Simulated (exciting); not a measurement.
# Fe (P6_3/mmc) in exciting: settings compared

Aim: see how the results for Fe move with the level of theory and the settings. Levels: PBE, LDA. Tasks: band structure.

All numbers are computed with exciting (release sodium); they aren't measurements. Logs are shortened: lines on timing, memory, paths and dates and some standing lists are left out, and cuts for length are marked.

## Step 1: The structure

The structure is hexagonal, space group P6_3/mmc (No. 194). The conventional cell has a = 2.434 Å, b = 2.434 Å, c = 3.842 Å, α = 90.00°, β = 90.00°, γ = 120.00°. Around Fe (site symmetry -6m2) lie 12 Fe at 2.38 to 2.43 Å.

This isn't the form of Fe at room conditions, which is bcc.

## Step 2: Band structure, PBE, collinear spin, ferromagnetic start

Contents of input.xml:

```xml
<input>
  <title>Fe</title>
  <structure speciespath="./" tshift="false">
    <crystal scale="1">
      <basevect>0.000000000000 4.599891180397 0.000000000000</basevect>
      <basevect>-3.983622616898 -2.299945590293 0.000000000000</basevect>
      <basevect>0.000000000000 0.000000000000 7.260203937059</basevect>
    </crystal>
    <species speciesfile="Fe.xml" rmt="2">
      <atom coord="0.666666666700 0.333333333300 0.750000000000" bfcmt="0 0 -8"/>
      <atom coord="0.333333333300 0.666666666700 0.250000000000" bfcmt="0 0 -8"/>
    </species>
  </structure>
  <groundstate do="fromscratch" ngridk="12 12 7" rgkmax="9" gmaxvr="14" lmaxapw="10" lmaxmat="10" lmaxvr="8" xctype="GGA_PBE" stype="Fermi Dirac" swidth="0.00183747" nempty="28" ValenceRelativity="iora*" epsengy="1e-05" epspot="1e-05" maxscl="90" outputlevel="normal">
    <spin reducebf="0.5"/>
  </groundstate>
  <properties>
    <bandstructure>
      <plot1d>
        <path steps="80">
          <point coord="0 0 0" label="G"/>
          <point coord="0.5 0 0" label="M"/>
          <point coord="0.3333333333 0.3333333333 0" label="K"/>
          <point coord="0 0 0" label="G"/>
          <point coord="0 0 0.5" label="A"/>
          <point coord="0.5 0 0.5" label="L"/>
          <point coord="0.3333333333 0.3333333333 0.5" label="H"/>
          <point coord="0 0 0.5" label="A" breakafter="true"/>
          <point coord="0.5 0 0.5" label="L"/>
          <point coord="0.5 0 0" label="M" breakafter="true"/>
          <point coord="0.3333333333 0.3333333333 0" label="K"/>
          <point coord="0.3333333333 0.3333333333 0.5" label="H"/>
        </path>
      </plot1d>
    </bandstructure>
    <dos nwdos="300" winddos="-0.6 0.5" inttype="tetra" ngrdos="100" nsmdos="1"/>
  </properties>
</input>
```

Potentials or basis: all-electron LAPW+lo, shipped species files, valence relativity iora*.

On the command line:

```bash
$ OMP_NUM_THREADS=1 exciting_smp
```

INFO.OUT:

```text
================================================================================
EXCITING SODIUM started
[... 10 lines left out ...]

 Lattice vectors (cartesian) :
      0.0000000000      4.5998911804      0.0000000000
     -3.9836226169     -2.2999455903      0.0000000000
      0.0000000000      0.0000000000      7.2602039371

 Reciprocal lattice vectors (cartesian) :
     -0.7886270754      1.3659421627      0.0000000000
     -1.5772541507      0.0000000000      0.0000000000
      0.0000000000     -0.0000000000      0.8654282113

 Unit cell volume                           :     133.0376507210
 Brillouin zone volume                      :       1.8645113778

 Species :    1 (Fe)
     parameters loaded from                 :    Fe.xml
     name                                   :    iron
     nuclear charge                         :     -26.00000000
     electronic charge                      :      26.00000000
     atomic mass                            :  101799.20740000
     muffin-tin radius                      :       2.00000000
     # of radial points in muffin-tin       :     350

     atomic positions (lattice) :
       1 :   0.66666667  0.33333333  0.75000000
       2 :   0.33333333  0.66666667  0.25000000

     magnetic fields (cartesian) :
       1 :   0.00000000  0.00000000 -8.00000000
       2 :   0.00000000  0.00000000 -8.00000000

 Total number of atoms per unit cell        :       2

 Spin treatment                             :    spin-polarised
 Global magnetic field (cartesian) :        0.00000000   0.00000000   0.00000000
 collinear magnetisation in z-direction

 Number of Bravais lattice symmetries       :      24
 Number of crystal symmetries               :      12

 k-point grid                               :      12   12    7
 Total number of k-points                   :     112
 k-point set is reduced with crystal symmetries

 R^MT_min * |G+k|_max (rgkmax)              :       9.00000000
 Species with R^MT_min                      :       1 (Fe)
 Maximum |G+k| for APW functions            :       4.50000000
 Maximum |G| for potential and density      :      14.00000000

 G-vector grid sizes                        :      24    24    36
 Total number of G-vectors                  :    6135

 Maximum angular momentum used for
     APW functions                          :      10
     computing H and O matrix elements      :      10
     potential and density                  :       8
     inner part of muffin-tin               :       2

 Total nuclear charge                       :     -52.00000000
 Total electronic charge                    :      52.00000000
 Total core charge                          :      20.00000000
 Total valence charge                       :      32.00000000

 Number of empty states                     :      28
 Total number of valence states             :      90

 Maximum Hamiltonian size                   :     244
 Maximum number of plane-waves              :     218
 Total number of local-orbitals             :      26

 Exchange-correlation type                  :      20
     Perdew-Burke-Ernzerhof, Phys. Rev. Lett. 77, 3865 (1996)
     Generalised gradient approximation (GGA)

 Smearing scheme                            :    Fermi-Dirac
 Smearing width                             :       0.00183747

 Using multisecant Broyden potential mixing
[... 16 lines left out ...]
+ SCF iteration number :    1                                                  +
++++++++++++++++++++++++++++++++++++++++++++++++++++++++++++++++++++++++++++++++
 Total energy                               :     -2537.20345120
 _______________________________________________________________
 Fermi energy                               :         0.49444413
 Kinetic energy                             :      2584.13549022
 Coulomb energy                             :     -5009.84896725
 Exchange energy                            :      -109.03961574
 Correlation energy                         :        -2.45035842
 No external B-field energy in total energy

 DOS at Fermi energy (states/Ha/cell)       :        77.20309532

 Electron charges :
     core                                   :        20.00000000
     core leakage                           :         0.00000000
     valence                                :        32.00000000
     interstitial                           :         3.73082823
     charge in muffin-tin spheres :
                  atom     1    Fe          :        24.13458589
                  atom     2    Fe          :        24.13458589
     total charge in muffin-tins            :        48.26917177
     total charge                           :        52.00000000

 Moments :
     interstitial                           :        -0.00135467
     moment in muffin-tin spheres :
                  atom     1    Fe          :         0.88332247
                  atom     2    Fe          :         0.88332247
     total moment in muffin-tins            :         1.76664495
     total moment                           :         1.76529028

++++++++++++++++++++++++++++++++++++++++++++++++++++++++++++++++++++++++++++++++
+ SCF iteration number :    2                                                  +
++++++++++++++++++++++++++++++++++++++++++++++++++++++++++++++++++++++++++++++++
 Total energy                               :     -2544.58198591
 _______________________________________________________________
 Fermi energy                               :         0.47057372
 Kinetic energy                             :      2580.97583960
 Coulomb energy                             :     -5013.72213076
 Exchange energy                            :      -109.38607903
 Correlation energy                         :        -2.44961571
 No external B-field energy in total energy

 DOS at Fermi energy (states/Ha/cell)       :        81.52343023

 Electron charges :
     core                                   :        20.00000000
     core leakage                           :         0.00000000
     valence                                :        32.00000000
     interstitial                           :         3.53052942
     charge in muffin-tin spheres :
                  atom     1    Fe          :        24.23473529
                  atom     2    Fe          :        24.23473529
     total charge in muffin-tins            :        48.46947058
     total charge                           :        52.00000000

 Moments :
     interstitial                           :        -0.01234671
     moment in muffin-tin spheres :
                  atom     1    Fe          :         0.59877131
                  atom     2    Fe          :         0.59877131
     total moment in muffin-tins            :         1.19754262
     total moment                           :         1.18519591

 RMS change in effective potential (target) :  0.234215E-01  ( 0.100000E-04)
 Absolute change in total energy   (target) :   7.37853      ( 0.100000E-04)
 Charge distance                   (target) :  0.117643E-01  ( 0.100000E-04)
[... 655 lines left out ...]
 Moments :
     interstitial                           :        -0.00000057
     moment in muffin-tin spheres :
                  atom     1    Fe          :         0.00000794
                  atom     2    Fe          :         0.00000794
     total moment in muffin-tins            :         0.00001587
     total moment                           :         0.00001530

 RMS change in effective potential (target) :  0.933176E-08  ( 0.100000E-04)
 Absolute change in total energy   (target) :  0.209100E-05  ( 0.100000E-04)
 Charge distance                   (target) :  0.344560E-08  ( 0.100000E-04)

++++++++++++++++++++++++++++++++++++++++++++++++++++++++++++++++++++++++++++++++
+ SCF iteration number :   21                                                  +
++++++++++++++++++++++++++++++++++++++++++++++++++++++++++++++++++++++++++++++++
 Total energy                               :     -2545.60449384
 _______________________________________________________________
 Fermi energy                               :         0.46435909
 Kinetic energy                             :      2580.22419754
 Coulomb energy                             :     -5013.95705053
 Exchange energy                            :      -109.42131999
 Correlation energy                         :        -2.45032086
 No external B-field energy in total energy

 DOS at Fermi energy (states/Ha/cell)       :        65.26829736

 Electron charges :
     core                                   :        20.00000000
     core leakage                           :         0.00000000
     valence                                :        32.00000000
     interstitial                           :         3.50456521
     charge in muffin-tin spheres :
                  atom     1    Fe          :        24.24771739
                  atom     2    Fe          :        24.24771739
     total charge in muffin-tins            :        48.49543479
     total charge                           :        52.00000000

 Moments :
     interstitial                           :        -0.00000026
     moment in muffin-tin spheres :
                  atom     1    Fe          :         0.00000410
                  atom     2    Fe          :         0.00000410
     total moment in muffin-tins            :         0.00000820
     total moment                           :         0.00000794

 RMS change in effective potential (target) :  0.155963E-07  ( 0.100000E-04)
 Absolute change in total energy   (target) :  0.296244E-05  ( 0.100000E-04)
 Charge distance                   (target) :  0.698897E-08  ( 0.100000E-04)

++++++++++++++++++++++++++++++++++++++++++++++++++++++++++++++++++++++++++++++++
| Convergency criteria checked for the last 2 iterations                       +
| Convergence targets achieved. Performing final SCF iteration                 +
++++++++++++++++++++++++++++++++++++++++++++++++++++++++++++++++++++++++++++++++
 Total energy                               :     -2545.60449207
 _______________________________________________________________
 Fermi energy                               :         0.46435908
 Kinetic energy                             :      2580.22419804
 Coulomb energy                             :     -5013.95704938
 Exchange energy                            :      -109.42131986
 Correlation energy                         :        -2.45032087
 No external B-field energy in total energy

 DOS at Fermi energy (states/Ha/cell)       :        65.26827390

 Electron charges :
     core                                   :        20.00000000
     core leakage                           :         0.00000000
     valence                                :        32.00000000
     interstitial                           :         3.50456531
     charge in muffin-tin spheres :
                  atom     1    Fe          :        24.24771735
                  atom     2    Fe          :        24.24771735
     total charge in muffin-tins            :        48.49543469
     total charge                           :        52.00000000

 Moments :
     interstitial                           :        -0.00000024
     moment in muffin-tin spheres :
                  atom     1    Fe          :         0.00000350
                  atom     2    Fe          :         0.00000350
     total moment in muffin-tins            :         0.00000700
     total moment                           :         0.00000675

++++++++++++++++++++++++++++++++++++++++++++++++++++++++++++++++++++++++++++++++
[... 7 lines left out ...]

--------------------------------------------------------------------------------
- CAUTION! Warnings have been written in file WARNING.OUT !                    -
--------------------------------------------------------------------------------
================================================================================
| EXCITING SODIUM stopped                                                      =
================================================================================
```

Run time: 7 min. Hardware: 1 thread of Arm Neoverse V2, shared host; peak memory 0.15 GiB.

Results:

* Free energy: -69269.4465 eV
* Band gap on the k mesh: none (metal or under the smearing width)
* Net moment: 0.00 μB per cell
* All electrons inside the program's atomic spheres: Fe 24.25 (radii Fe 2.0 bohr)

Levels at the corners of the path, in eV from the Fermi level:
Spin up:
```csv
point,band 13,band 14,band 15,band 16,band 17,band 18,band 19,band 20
Γ,-1.62,-1.27,-1.27,-0.92,-0.92,0.46,0.74,0.74
M,-2.10,-1.63,-1.14,0.85,1.09,1.14,2.77,4.98
K,-2.15,-2.15,-0.80,0.63,0.63,0.88,5.77,6.89
Γ,-1.62,-1.27,-1.27,-0.92,-0.92,0.46,0.74,0.74
A,-1.90,-1.90,-1.90,-1.90,0.33,0.33,0.33,0.33
L,-0.71,-0.71,0.06,0.06,1.00,1.00,2.50,2.50
H,-2.37,-2.37,-0.76,-0.76,0.77,0.77,7.17,7.17
A,-1.90,-1.90,-1.90,-1.90,0.33,0.33,0.33,0.33
L,-0.71,-0.71,0.06,0.06,1.00,1.00,2.50,2.50
M,-2.10,-1.63,-1.14,0.85,1.09,1.14,2.77,4.98
K,-2.15,-2.15,-0.80,0.63,0.63,0.88,5.77,6.89
H,-2.37,-2.37,-0.76,-0.76,0.77,0.77,7.17,7.17
```
Spin down:
```
point  band 13  band 14  band 15  band 16  band 17  band 18  band 19  band 20
    Γ    -1.62    -1.27    -1.27    -0.92    -0.92     0.46     0.74     0.74
    M    -2.10    -1.63    -1.14     0.85     1.09     1.14     2.77     4.98
    K    -2.15    -2.15    -0.80     0.63     0.63     0.88     5.77     6.89
    Γ    -1.62    -1.27    -1.27    -0.92    -0.92     0.46     0.74     0.74
    A    -1.90    -1.90    -1.90    -1.90     0.33     0.33     0.33     0.33
    L    -0.71    -0.71     0.06     0.06     1.00     1.00     2.50     2.50
    H    -2.37    -2.37    -0.76    -0.76     0.77     0.77     7.17     7.17
    A    -1.90    -1.90    -1.90    -1.90     0.33     0.33     0.33     0.33
    L    -0.71    -0.71     0.06     0.06     1.00     1.00     2.50     2.50
    M    -2.10    -1.63    -1.14     0.85     1.09     1.14     2.77     4.98
    K    -2.15    -2.15    -0.80     0.63     0.63     0.88     5.77     6.89
    H    -2.37    -2.37    -0.76    -0.76     0.77     0.77     7.17     7.17
```

States per cell in windows of 1 eV (zero at the Fermi level; states under -8 eV left out):
| from (eV) | up | down |
| --- | --- | --- |
| -8.0 | 0.09 | 0.09 |
| -7.0 | 0.15 | 0.15 |
| -6.0 | 0.45 | 0.45 |
| -5.0 | 1.21 | 1.21 |
| -4.0 | 1.33 | 1.33 |
| -3.0 | 1.38 | 1.38 |
| -2.0 | 2.18 | 2.18 |
| -1.0 | 1.27 | 1.27 |
| 0.0 | 2.15 | 2.15 |
| 1.0 | 0.60 | 0.60 |
| 2.0 | 0.29 | 0.29 |
| 3.0 | 0.24 | 0.24 |
| 4.0 | 0.21 | 0.21 |
| 5.0 | 0.20 | 0.20 |
| 6.0 | 0.18 | 0.18 |
| 7.0 | 0.08 | 0.08 |

Caveat: the starting moments collapsed, and a magnetic state may lie lower; the log's total energy holds no entropy term; the free energy is that total less TS from the occupations.

## Step 3: Band structure, LDA, collinear spin, ferromagnetic start

input.xml, as its differences from that of step 2:

```diff
@@ -13,3 +13,3 @@
   </structure>
-  <groundstate do="fromscratch" ngridk="12 12 7" rgkmax="9" gmaxvr="14" lmaxapw="10" lmaxmat="10" lmaxvr="8" xctype="GGA_PBE" stype="Fermi Dirac" swidth="0.00183747" nempty="28" ValenceRelativity="iora*" epsengy="1e-05" epspot="1e-05" maxscl="90" outputlevel="normal">
+  <groundstate do="fromscratch" ngridk="12 12 7" rgkmax="9" gmaxvr="14" lmaxapw="10" lmaxmat="10" lmaxvr="8" xctype="LDA_PW" stype="Fermi Dirac" swidth="0.00183747" nempty="28" ValenceRelativity="iora*" epsengy="1e-05" epspot="1e-05" maxscl="90" outputlevel="normal">
     <spin reducebf="0.5"/>
@@ -35,3 +35,32 @@
     </bandstructure>
-    <dos nwdos="300" winddos="-0.6 0.5" inttype="tetra" ngrdos="100" nsmdos="1"/>
+    <chargedensityplot>
+      <plot3d>
+        <box grid="13 13 20">
+          <origin coord="0 0 0"/>
+          <point coord="1 0 0"/>
+          <point coord="0 1 0"/>
+          <point coord="0 0 1"/>
+        </box>
+      </plot3d>
+    </chargedensityplot>
+    <elfplot>
+      <plot3d>
+        <box grid="13 13 20">
+          <origin coord="0 0 0"/>
+          <point coord="1 0 0"/>
+          <point coord="0 1 0"/>
+          <point coord="0 0 1"/>
+        </box>
+      </plot3d>
+    </elfplot>
+    <exccplot>
+      <plot3d>
+        <box grid="13 13 20">
+          <origin coord="0 0 0"/>
+          <point coord="1 0 0"/>
+          <point coord="0 1 0"/>
+          <point coord="0 0 1"/>
+        </box>
+      </plot3d>
+    </exccplot>
   </properties>
```

Potentials or basis: all-electron LAPW+lo, shipped species files, valence relativity iora*.

On the command line:

```bash
$ OMP_NUM_THREADS=1 exciting_smp
```

It took 6.9 min on 1 thread of Arm Neoverse V2, shared host; peak memory 0.15 GiB.

Results (log left out):

```
Free energy                                       : -69149.0283 eV
Band gap on the k mesh                            : none (metal or under the smearing width)
Net moment                                        : 0.00 μB per cell
All electrons inside the program's atomic spheres : Fe 24.26 (radii Fe 2.0 bohr)
```

Levels at the corners of the path, in eV from the Fermi level:
Spin up:
| point | band 14 | band 15 | band 16 | band 17 | band 18 | band 19 |
| --- | --- | --- | --- | --- | --- | --- |
| Γ | -1.29 | -1.29 | -0.93 | -0.93 | 0.54 | 0.75 |
| M | -1.63 | -1.15 | 0.85 | 1.09 | 1.14 | 2.80 |
| K | -2.16 | -0.80 | 0.63 | 0.63 | 0.89 | 5.84 |
| Γ | -1.29 | -1.29 | -0.93 | -0.93 | 0.54 | 0.75 |
| A | -1.91 | -1.91 | -1.91 | 0.33 | 0.33 | 0.33 |
| L | -0.71 | 0.09 | 0.09 | 1.00 | 1.00 | 2.55 |
| H | -2.36 | -0.77 | -0.77 | 0.77 | 0.77 | 7.22 |
| A | -1.91 | -1.91 | -1.91 | 0.33 | 0.33 | 0.33 |
| L | -0.71 | 0.09 | 0.09 | 1.00 | 1.00 | 2.55 |
| M | -1.63 | -1.15 | 0.85 | 1.09 | 1.14 | 2.80 |
| K | -2.16 | -0.80 | 0.63 | 0.63 | 0.89 | 5.84 |
| H | -2.36 | -0.77 | -0.77 | 0.77 | 0.77 | 7.22 |
Spin down:
```
point  band 13  band 14  band 15  band 16  band 17  band 18  band 19  band 20
    Γ    -1.64    -1.29    -1.29    -0.93    -0.93     0.54     0.75     0.75
    M    -2.11    -1.63    -1.15     0.85     1.09     1.14     2.80     5.01
    K    -2.16    -2.16    -0.80     0.63     0.63     0.89     5.84     6.91
    Γ    -1.64    -1.29    -1.29    -0.93    -0.93     0.54     0.75     0.75
    A    -1.91    -1.91    -1.91    -1.91     0.33     0.33     0.33     0.33
    L    -0.71    -0.71     0.09     0.09     1.00     1.00     2.55     2.55
    H    -2.36    -2.36    -0.77    -0.77     0.77     0.77     7.22     7.22
    A    -1.91    -1.91    -1.91    -1.91     0.33     0.33     0.33     0.33
    L    -0.71    -0.71     0.09     0.09     1.00     1.00     2.55     2.55
    M    -2.11    -1.63    -1.15     0.85     1.09     1.14     2.80     5.01
    K    -2.16    -2.16    -0.80     0.63     0.63     0.89     5.84     6.91
    H    -2.36    -2.36    -0.77    -0.77     0.77     0.77     7.22     7.22
```

Caveat: the starting moments collapsed, and a magnetic state may lie lower; the log's total energy holds no entropy term; the free energy is that total less TS from the occupations.
